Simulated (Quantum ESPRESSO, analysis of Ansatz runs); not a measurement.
# HfO2 (P2_1/c), nudged elastic band: V_O hop (2.6 Å) (q = 0) (Quantum ESPRESSO), part 2 of 3

Wanted: path and barrier of a jump of O in HfO2 (P2_1/c) at charge 0. The case: V_O hop (2.6 Å), in a cell of 48 host atoms with 1 O taken out.

Quantum ESPRESSO 7.5; Quantum ESPRESSO plane-wave DFT, PBEsol, GBRV 1.5 PBEsol potentials; nudged elastic band between two relaxed defect structures.

So far: The structure; Relaxation of the start point, charge 0.

## (3) Relaxation of the end point, charge 0

Level of this step: Quantum ESPRESSO plane-wave DFT, PBEsol, GBRV 1.5 PBEsol potentials; relaxation of all atoms of a defect supercell (Quantum ESPRESSO).

The end point is relaxed in the same cell and settings, so that the two energies compare. Atoms more than 3.2 Å from the middle of the hop start where the first relaxation left them, the nearer ones on or close to their ideal places, with small random displacements.

pw.in reads:

```
&CONTROL
  calculation = 'relax'
  prefix = 'pwscf'
  outdir = './tmp'
  pseudo_dir = './pseudo'
  tprnfor = .true.
  disk_io = 'low'
  nstep = 70
  forc_conv_thr = 0.0012
  etot_conv_thr = 0.0001
/
&SYSTEM
  ibrav = 0
  nat = 47
  ntyp = 2
  ecutwfc = 36
  ecutrho = 288
  nbnd = 193
  occupations = 'fixed'
  nosym = .true.
/
&ELECTRONS
  conv_thr = 5d-08
  electron_maxstep = 100
  mixing_beta = 0.5
/
&IONS
  ion_dynamics = 'bfgs'
/
ATOMIC_SPECIES
Hf   178.4900 hf_pbesol_v1.uspp.F.UPF
O     15.9990 o_pbesol_v1.2.uspp.F.UPF
CELL_PARAMETERS angstrom
  -5.9416700219    5.1632183080    5.1583953540
   4.2040263251   -5.1632183080    5.1655566081
   5.9416700219    5.1632183080   -5.1583953540
ATOMIC_POSITIONS crystal
Hf     0.0819428957    0.4914093933    0.8654663914
Hf     0.0826744068    0.9930282999    0.3666847266
[... 2 atom lines left out ...]
Hf     0.3735886377    0.2567062060    0.8392390681
[... 4 atom lines left out ...]
Hf     0.4164431828    0.5062387210    0.6323443143
[... 4 atom lines left out ...]
Hf     0.6246812933    0.2417980898    0.6586159452
[... 1 atom line left out ...]
O      0.6177895435    0.4635831540    0.6017544989
[... 4 atom lines left out ...]
O      0.3799065256    0.5361054641    0.3986380409
[... 1 atom line left out ...]
O      0.8793613588    0.5348809144    0.8977565900
O      0.1385663056    0.2849441185    0.4052580297
[... 1 atom line left out ...]
O      0.6378175249    0.2844622568    0.9051100689
[... 4 atom lines left out ...]
O      0.3391534282    0.2064619686    0.2077602901
[... 3 atom lines left out ...]
O      0.5009286618    0.0443371326    0.3830449660
O      0.5011891068    0.5440247241    0.8826787355
[... 5 atom lines left out ...]
O      0.6598477855    0.7952341002    0.7924392573
[... 3 atom lines left out ...]
O      0.5079080404    0.9578095526    0.6186148315
K_POINTS gamma
```

Launch:

```console
$ OMP_NUM_THREADS=1 mpirun -n 4 pw.x -in pw.in > pw.out
```

Log:

```text
[shortened: banners, details of potentials and solvers, and blank lines are left out]
[banner, memory and clock lines left out]
     gamma-point specific algorithms are used
     one sub-group per band group will be used
     bravais-lattice index     =            0
     lattice parameter (alat)  =      17.7847  a.u.
     unit-cell volume          =    3650.0307 (a.u.)^3
     number of atoms/cell      =           47
     number of atomic types    =            2
     number of electrons       =       378.00
     number of Kohn-Sham states=          193
     kinetic-energy cutoff     =      36.0000  Ry
     charge density cutoff     =     288.0000  Ry
     scf convergence threshold =      5.0E-08
     mixing beta               =       0.5000
     number of iterations used =            8  plain     mixing
     energy convergence thresh.=      1.0E-04
     force convergence thresh. =      1.2E-03
     Exchange-correlation= SLA  PW   PSX  PSC
                           (   1   4  10   8   0   0   0)
     nstep                     =           70
     crystal axes: (cart. coord. in units of alat)
               a(1) = (  -0.631338   0.548623   0.548110 )
               a(2) = (   0.446703  -0.548623   0.548871 )
               a(3) = (   0.631338   0.548623  -0.548110 )
     PseudoPot. # 1 for Hf read from file:
     hf_pbesol_v1.uspp.F.UPF
     Pseudo is Ultrasoft + core correction, Zval = 12.0
[...]
PseudoPot. # 2 for O  read from file:
     o_pbesol_v1.2.uspp.F.UPF
     Pseudo is Ultrasoft + core correction, Zval =  6.0
[...]
atomic species   valence    mass     pseudopotential
     Hf               12.00   178.49000     Hf( 1.00)
     O                 6.00    15.99900     O ( 1.00)
     No symmetry found
     site n.     atom                  positions (alat units)
         1        Hf     tau(   1) = (   0.7141823   0.2501720  -0.1597369  )
         2        Hf     tau(   2) = (   0.6228953  -0.2982694   0.3893758  )
         3        Hf     tau(   3) = (   0.0840577   0.2521178   0.3883063  )
         4        Hf     tau(   4) = (   0.6226600   0.2495634   0.3884369  )
         5        Hf     tau(   5) = (   0.4086543   0.5245502  -0.1143292  )
         6        Hf     tau(   6) = (   0.3171239  -0.0243293   0.4346493  )
         7        Hf     tau(   7) = (  -0.2225681   0.5247574   0.4338669  )
         8        Hf     tau(   8) = (   0.3184587   0.5241014   0.4329298  )
[...]
number of k points=     1
                       cart. coord. in units 2pi/alat
        k(    1) = (   0.0000000   0.0000000   0.0000000), wk =   2.0000000
     Dense  grid:   150556 G-vectors     FFT dimensions: ( 100,  90, 100)
     Smooth grid:    53237 G-vectors     FFT dimensions: (  72,  64,  72)
     Check: negative core charge=   -0.000005
     starting charge     345.9999, renormalised to     378.0000
     Self-consistent Calculation
     iteration #  1     ecut=    36.00 Ry     beta= 0.50
     total energy              =   -3541.04130296 Ry
     estimated scf accuracy    <      15.99811157 Ry
     iteration #  2     ecut=    36.00 Ry     beta= 0.50
     total energy              =   -3542.96403000 Ry
     estimated scf accuracy    <       2.21747305 Ry
     iteration #  3     ecut=    36.00 Ry     beta= 0.50
     total energy              =   -3543.27976154 Ry
     estimated scf accuracy    <       0.11399298 Ry
[...]
c_bands:  1 eigenvalues not converged
[...]
c_bands:  1 eigenvalues not converged
[...]
estimated scf accuracy    <       0.00000034 Ry
[... 90 further cycles ...]
     iteration #  6     ecut=    36.00 Ry     beta= 0.50
     total energy              =   -3543.33414805 Ry
     estimated scf accuracy    <          3.6E-09 Ry
     iteration #  7     ecut=    36.00 Ry     beta= 0.50
     total energy              =   -3543.33414805 Ry
     estimated scf accuracy    <          6.2E-10 Ry
     iteration #  8     ecut=    36.00 Ry     beta= 0.50
     End of self-consistent calculation
          k = 0.0000 0.0000 0.0000 (  6643 PWs)   bands (ev):
   -49.3860 -49.3761 -49.3686 -49.3680 -49.3642 -49.3609 -49.3577 -49.3529
   -49.3512 -49.3456 -49.3435 -49.3327 -49.2240 -49.2119 -49.1057 -49.0645
   -18.5126 -18.4889 -18.4592 -18.4228 -18.4160 -18.3966 -18.3913 -18.3629
   -18.3592 -18.3488 -18.3454 -18.3292 -18.3019 -18.2980 -18.2658 -18.2531
   -18.2390 -18.2302 -18.2272 -18.2156 -18.1961 -18.1574 -18.1383 -18.1365
   -18.1152 -18.1024 -18.1002 -18.0781 -18.0666 -18.0528 -18.0421 -18.0258
   -18.0212 -18.0085 -17.9999 -17.9889 -17.9822 -17.9711 -17.9645 -17.9481
   -17.9264 -17.9150 -17.9020 -17.8855 -17.8551 -17.8157 -17.7546 -17.6937
[...]
15.4264
     highest occupied, lowest unoccupied level (ev):    13.1182   15.0238
!    total energy              =   -3543.33414805 Ry
     estimated scf accuracy    <          4.6E-11 Ry
     The total energy is the sum of the following terms:
     one-electron contribution =    -554.68311689 Ry
     hartree contribution      =     494.70239369 Ry
     xc contribution           =   -1431.54716891 Ry
     ewald contribution        =   -2051.80625594 Ry
     convergence has been achieved in   8 iterations
     Forces acting on atoms (cartesian axes, Ry/au):
     atom    1 type  1   force =     0.00004603    0.00000283    0.00038659
     atom    2 type  1   force =    -0.00001494    0.00061329    0.00010709
     atom    3 type  1   force =     0.00013265   -0.00018776    0.00080728
     atom    4 type  1   force =    -0.00000831    0.00042463   -0.00022679
     atom    5 type  1   force =    -0.00034052    0.00011807   -0.00058589
     atom    6 type  1   force =    -0.00026543   -0.00051593    0.00002395
     atom    7 type  1   force =    -0.00023129   -0.00024616   -0.00050909
     atom    8 type  1   force =     0.00026189    0.00012151    0.00010169
[...]
Total force =     0.004436     Total SCF correction =     0.000024
     Energy error            =      4.4E-05 Ry
     Gradient error          =      1.4E-03 Ry/Bohr
     number of scf cycles    =  13
     number of bfgs steps    =  12
     energy             old  =   -3543.3341044182 Ry
     energy             new  =   -3543.3341480491 Ry
     CASE: energy            _new < energy            _old
     new trust radius        =       0.0071478776 bohr
     new conv_thr            =       0.0000000005 Ry
ATOMIC_POSITIONS (crystal)
Hf               0.0819325181        0.4924339007        0.8670563295
Hf               0.0828666689        0.9937327374        0.3680577330
Hf               0.5811114581        0.4920886706        0.3661071600
Hf               0.5818867922        0.9923398746        0.8669449186
Hf               0.3731164052        0.2560124762        0.8384703109
Hf               0.3742013984        0.7573821992        0.3398751580
Hf               0.8741612924        0.2576023922        0.3400810338
Hf               0.8734207627        0.7570998502        0.8400511677
[...]
Check: negative core charge=   -0.000005
     Self-consistent Calculation
     iteration #  1     ecut=    36.00 Ry     beta= 0.50
     total energy              =   -3543.33417522 Ry
     estimated scf accuracy    <       0.00003274 Ry
     iteration #  2     ecut=    36.00 Ry     beta= 0.50
     total energy              =   -3543.33417919 Ry
     estimated scf accuracy    <       0.00000585 Ry
     iteration #  3     ecut=    36.00 Ry     beta= 0.50
     total energy              =   -3543.33418038 Ry
     estimated scf accuracy    <       0.00000104 Ry
[...]
estimated scf accuracy    <       0.00000009 Ry
     iteration #  5     ecut=    36.00 Ry     beta= 0.50
     total energy              =   -3543.33418055 Ry
     estimated scf accuracy    <       0.00000002 Ry
     iteration #  6     ecut=    36.00 Ry     beta= 0.50
     total energy              =   -3543.33418055 Ry
     estimated scf accuracy    <          3.1E-09 Ry
     iteration #  7     ecut=    36.00 Ry     beta= 0.50
     End of self-consistent calculation
          k = 0.0000 0.0000 0.0000 (  6643 PWs)   bands (ev):
   -49.3845 -49.3753 -49.3682 -49.3667 -49.3635 -49.3614 -49.3570 -49.3541
   -49.3512 -49.3453 -49.3418 -49.3330 -49.2249 -49.2111 -49.1061 -49.0641
   -18.5124 -18.4887 -18.4588 -18.4226 -18.4160 -18.3962 -18.3907 -18.3626
   -18.3587 -18.3485 -18.3447 -18.3289 -18.3015 -18.2974 -18.2657 -18.2528
   -18.2385 -18.2298 -18.2270 -18.2156 -18.1958 -18.1568 -18.1379 -18.1360
   -18.1149 -18.1024 -18.0997 -18.0782 -18.0664 -18.0524 -18.0416 -18.0255
   -18.0213 -18.0082 -17.9998 -17.9888 -17.9821 -17.9709 -17.9644 -17.9481
   -17.9261 -17.9147 -17.9020 -17.8856 -17.8551 -17.8154 -17.7542 -17.6935
[...]
15.4271
     highest occupied, lowest unoccupied level (ev):    13.1176   15.0240
!    total energy              =   -3543.33418055 Ry
     estimated scf accuracy    <          4.7E-10 Ry
     The total energy is the sum of the following terms:
     one-electron contribution =    -554.67640159 Ry
     hartree contribution      =     494.70140216 Ry
     xc contribution           =   -1431.54843336 Ry
     ewald contribution        =   -2051.81074776 Ry
     convergence has been achieved in   7 iterations
     Forces acting on atoms (cartesian axes, Ry/au):
     atom    1 type  1   force =     0.00022457   -0.00011699    0.00047758
     atom    2 type  1   force =     0.00006044    0.00054865   -0.00026480
     atom    3 type  1   force =     0.00031024   -0.00023519    0.00019352
     atom    4 type  1   force =     0.00007466    0.00056881   -0.00009026
     atom    5 type  1   force =    -0.00054176    0.00046203   -0.00010083
     atom    6 type  1   force =    -0.00035166   -0.00021188   -0.00012709
     atom    7 type  1   force =    -0.00017298   -0.00028320   -0.00039353
     atom    8 type  1   force =     0.00025210   -0.00015585   -0.00032531
[...]
Total force =     0.004029     Total SCF correction =     0.000063
     Energy error            =      3.3E-05 Ry
     Gradient error          =      1.0E-03 Ry/Bohr
     bfgs converged in  14 scf cycles and  13 bfgs steps
     (criteria: energy <  1.0E-04 Ry, force <  1.2E-03 Ry/Bohr)
     End of BFGS Geometry Optimization
     Final energy             =   -3543.3341805501 Ry
Begin final coordinates
ATOMIC_POSITIONS (crystal)
Hf               0.0819325181        0.4924339007        0.8670563295
Hf               0.0828666689        0.9937327374        0.3680577330
Hf               0.5811114581        0.4920886706        0.3661071600
Hf               0.5818867922        0.9923398746        0.8669449186
Hf               0.3731164052        0.2560124762        0.8384703109
Hf               0.3742013984        0.7573821992        0.3398751580
Hf               0.8741612924        0.2576023922        0.3400810338
Hf               0.8734207627        0.7570998502        0.8400511677
[...]
End final coordinates
```

It took 4.6 min on 4 MPI ranks of Arm Neoverse V1, shared host; peak memory 1.4 GiB; 19 min of CPU time.

The steps of the relaxation:

```csv
step,energy less that of the first step (eV)
0,0.0000
1,-0.0889
2,-0.1484
3,-0.1900
4,-0.2060
5,-0.2216
6,-0.2358
7,-0.2408
8,-0.2456
9,-0.2476
10,-0.2491
11,-0.2500
12,-0.2506
13,-0.2510
```

The atoms that moved most (Å):

```csv
atom,dx,dy,dz,length
O36,0.077,-0.094,-0.080,0.146
O32,-0.078,-0.095,0.073,0.143
O43,0.053,0.092,-0.061,0.122
O37,0.030,-0.057,-0.064,0.091
O20,-0.011,-0.019,0.055,0.060
O33,0.027,0.040,-0.028,0.056
O39,-0.024,0.043,0.025,0.055
O25,-0.026,0.046,-0.009,0.053
```

Neighbours of O17 at the end:

```csv
atom,distance (Å)
Hf15,2.111
Hf10,2.126
Hf3,2.246
Hf8,2.256
O43,2.540
O24,2.572
O20,2.665
O22,2.712
```

This step gave:

- highest filled level: 13.12 eV
- lowest empty level: 15.02 eV
- r.m.s. move of the farther half of the atoms: 0.06055 Å
- largest move from the ideal geometry of this structure, a common shift of the far atoms taken out: 0.1550 Å

The relaxation gained 0.251 eV and ended with a largest force component of 0.026 eV/Å. The end lies 0.001 eV above the start.

[end of part 2 of 3]

[Logs are printed without paths, hosts, clocks, repeated set-up lines and the standing remarks that a program may print on its own settings, such as how far it seeks lower states.]

[Hosts, paths, dates, database ids (printed as entryN), source tags and the programs' standing remarks are cut or masked in the printed files.]
